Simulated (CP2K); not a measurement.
Runs of CP2K 2026.2 on Cd. Symmetry: P6_3/mmc, No. 194, hexagonal system. Conventional cell: a = 2.979 Å, b = 2.979 Å, c = 5.618 Å, α = 90.00°, β = 90.00°, γ = 120.00°. Cd (site symmetry -6m2) has 12 Cd at 2.98 to 3.29 Å as nearest neighbours. 

```csv
level,cutoff radius of the dispersion sum (A),cutoff of the non-local correlation (Ry),gap on the mesh (eV),pressure (GPa)
PBE,-,-,none,3.2
PBE+D2,20,-,none,4.3
PBE+D3(BJ)+ATM,20,-,none,(a)
PBE+D4,20,-,none,0.4
PBE+rVV10,-,300,none,(b)
```

Alike in all rows: task single point; potentials or basis POTENTIAL_UZH Cd GTH-PBE-q12; TZVP-MOLOPT-PBE-GTH basis; no spin polarisation; cell as given; k mesh 10 × 10 × 5; smearing fermi-dirac 0.05 eV.

Q: Fill in the values left out.

A: (a) 0.2; (b) 1.9.

Caveats: the basis of atomic orbitals isn't converged, which shifts pressures, moduli and gaps; pairwise dispersion overbinds metals, which lowers pressure and volume (some runs).

A k mesh can miss the band edges, and the runs leave out spin-orbit coupling on Cd.

A gap of «none» marks a metal or a gap under the smearing width.
